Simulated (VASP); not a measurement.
The system is PtS2.

```
Pt S
1.0
     3.54320    0.00000    0.00000
    -1.77160    3.06850    0.00000
     0.00000    0.00000    5.03880
Pt S
1 2
Cartesian
  0.0000 0.0000 0.0000
  1.7716 1.0228 3.8950
  0.0000 2.0457 1.1438
```

| Quantity | Value |
| --- | --- |
| Program | VASP 6.6.1 |
| Task | relaxation of cell and atoms |
| Functional | PBEsol |
| Dispersion | D3 |
| Potentials or basis | VASP PAW PBE potentials, release 64 (Pt, S) |
| Cutoff | 600 eV |
| k mesh | 9 × 9 × 5 |
| Occupations | fermi-dirac, width 0.05 eV |
| Spin | no spin polarisation |

At the start: pressure 4.1 GPa; volume 18.26 Å³/atom.

**Question.** Where does the relaxation end?

**Answer.** Over 30 steps the energy falls by 64.4 meV/atom and the volume is 16.12 Å³/atom (-11.7 %); space group P-3m1 (No. 164, to 0.05 Å).

The path:
```
step  energy change (eV)  largest force (eV/Å)  pressure (GPa)  volume (Å³)
   1              0.0000                0.9558            4.08        54.78
   2              0.0496                0.4907           -8.63        58.56
   3             -0.0345                0.3450           -1.43        56.20
   4             -0.0523                0.2490           -1.17        55.49
   5             -0.0719                0.0098           -0.33        53.63
   6             -0.0892                0.0083           -0.17        52.84
   7             -0.1416                0.0758            0.84        50.44
   8             -0.1405                0.0776            6.48        45.61
   9             -0.1692                0.1817            2.70        48.68
  10             -0.1714                0.1026            4.73        46.87
  11             -0.1755                0.1594            3.75        47.68
  12             -0.1857                0.0226            2.11        47.67
  13             -0.1875                0.1501            1.05        47.66
  14             -0.1876                0.1420            1.11        47.66
  15             -0.1892                0.1242            0.86        47.82
  16             -0.1919                0.0768            0.09        48.28
  17             -0.1922                0.0581           -0.20        48.48
  18             -0.1926                0.0298           -0.01        48.44
  19             -0.1928                0.0071            0.24        48.38
  20             -0.1928                0.0212            0.32        48.36
  21             -0.1930                0.0160            0.04        48.42
  22             -0.1930                0.0139           -0.09        48.45
  23             -0.1930                0.0138           -0.06        48.44
  24             -0.1930                0.0152           -0.01        48.43
  25             -0.1930                0.0149           -0.02        48.44
  26             -0.1930                0.0148           -0.05        48.44
  27             -0.1931                0.0135           -0.04        48.42
  28             -0.1931                0.0108            0.01        48.38
  29             -0.1931                0.0055            0.10        48.30
  30             -0.1931                0.0091            0.02        48.35
```

Final structure:
```xyz
3
Lattice="3.5758 0.0000 0.0000 -1.7879 3.0968 0.0000 0.0000 0.0000 4.3662" Properties=species:S:1:pos:R:3 pbc="T T T"
Pt    0.0000    0.0000    0.0000
S     1.7879    1.0323    3.1860
S     0.0000    2.0645    1.1802
```

Caveat: the PAW data sets were made with another functional, which shifts forces and pressure a little; the volume moved by -12 % from the deposited cell, more than functionals usually miss; pairwise dispersion overbinds metals, which lowers pressure and volume.
